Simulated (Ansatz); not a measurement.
**LiCl and its competing phases**

These are results of DFT PBE, scalar-relativistic, plane waves, PAW (Ansatz 0.2.0), not measurements. Settings: cutoff 420 eV, Γ-centred meshes spaced at most about 0.3 Å⁻¹ (2π included), Gaussian smearing. No spin polarisation.

Energies over the elements count from the elements' standard structures at the same level (Cl₂ as a molecule), with no fitted energy shifts.

Temperature and zero-point effects are left out. No dispersion correction is applied, so the spacing and binding between layers, chains or molecules are poorly described (P4/mmm), and this can change margins and order among such cells.

The competitors are the elements and 1 reference phase of this chemical system (from databases or known types: LiCl), relaxed at the same level; other known phases may be missing.

The candidate was reached from: ordered vacancies on the cation sites of cuprite, changed on relaxing.

```cif
data_structure
_symmetry_space_group_name_H-M 'P 1'
_symmetry_Int_Tables_number 1
_cell_length_a 3.4326
_cell_length_b 3.4326
_cell_length_c 5.2864
_cell_angle_alpha 90.000
_cell_angle_beta 90.000
_cell_angle_gamma 90.000
_cell_volume 62.29
loop_
_atom_site_label
_atom_site_type_symbol
_atom_site_fract_x
_atom_site_fract_y
_atom_site_fract_z
_atom_site_occupancy
Li1 Li 0.00000 0.00000 0.00000 1
Cl1 Cl 0.50000 0.50000 0.00000 1
```

**Question.** Where does it stand against these competitors?

**Answer.** Not the lowest form: another structure of the same formula lies lower. Its formation energy is -1.747 eV/atom. The lowest competing phase at this composition is this:

```csv
phase,space group,source,share of atoms,ΔE_f (eV/atom)
LiCl,P6_3mc (No. 186),Materials Project,1.0000,-1.878
```

The candidate lies 131 meV/atom above this phase (130 meV/atom from unrounded values). The candidate matches no cell in the subsets of the Crystallography Open Database and the Materials Project at hand. Checks: imaginary modes on a 4×4×2 q mesh (to 63i cm⁻¹). So it is a saddle point, neither stable nor metastable. The Crystallography Open Database lists this formula in another space group (No. 225).
